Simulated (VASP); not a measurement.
Here is a VASP 6.6.1 calculation.

File INCAR:

```
SYSTEM = Li3HS
PREC     = Accurate       ! precision mode
ENCUT    = 600            ! plane-wave cutoff, eV
EDIFF    = 1E-7           ! SCF threshold, eV
ISMEAR   = 0              ! smearing method
SIGMA    = 0.03           ! smearing width, eV
LREAL    = .False.        ! projectors in reciprocal space
LASPH    = .True.         ! aspherical terms in the spheres
NELM     = 80             ! most SCF steps
ALGO     = Normal         ! electronic algorithm
ISIF     = 3              ! what is computed and relaxed
LWAVE    = .False.        ! write WAVECAR
LCHARG   = .False.        ! write CHGCAR
METAGGA  = R2SCAN         ! meta-GGA
LMIXTAU  = .True.       
IBRION   = 2              ! ionic algorithm
NSW      = 90             ! ionic steps
EDIFFG   = -0.005         ! ionic threshold
```

The input KPOINTS:

```
regular mesh
0
Gamma
  8 8 8
  0 0 0
```

Contents of POSCAR:

```
Li3HS                                   
1.0
    3.7789839828     -0.0000000000     -0.0000000000
   -0.0000000000      3.7789839828     -0.0000000000
   -0.0000000000     -0.0000000000      3.7789839828
  S               H               Li            
     1     1     3
Direct
     0.5000000000000000    0.5000000000000000    0.5000000000000000
     0.0000000000000000    0.0000000000000000    0.0000000000000000
     0.5000000000000000    0.0000000000000000    0.0000000000000000
     0.0000000000000000    0.5000000000000000    0.0000000000000000
     0.0000000000000000    0.0000000000000000    0.5000000000000000
```

Potentials or basis: VASP PAW PBE potentials, release 64 (S, H, Li_sv).

Command:

```bash
$ cat potpaw_PBE.64/S/POTCAR potpaw_PBE.64/H/POTCAR potpaw_PBE.64/Li_sv/POTCAR > POTCAR
$ mpirun -np 1 vasp_std > vasp.out
```

**Question.** Estimate the relaxed cell.

**Answer.** a = 3.781 Å, b = 3.781 Å, c = 3.781 Å, α = 90.00°, β = 90.00°, γ = 90.00°.

**Question.** Estimate the space group after relaxing (to 0.05 Å).

**Answer.** Pm-3m (No. 221).

**Question.** What does it give for the band gap on the k mesh?

**Answer.** 5.09 eV, indirect (least direct gap 5.54 eV).

**Question.** Predict the relaxed volume.

**Answer.** 10.81 Å³/atom.

Final structure:
```
S H Li
1.0
     3.78057    0.00000    0.00000
     0.00000    3.78057    0.00000
     0.00000    0.00000    3.78057
S H Li
1 1 3
Direct
  0.50000 0.50000 0.50000
  0.00000 0.00000 0.00000
  0.50000 0.00000 0.00000
  0.00000 0.50000 0.00000
  0.00000 0.00000 0.50000
```

Caveat: the cutoff is under 1.25 times the usual one of these potentials, so pressure, stress and relaxed cells hold a basis-set (Pulay) error; the PAW data sets were made with another functional, which shifts forces and pressure a little. A k mesh can miss the band edges.
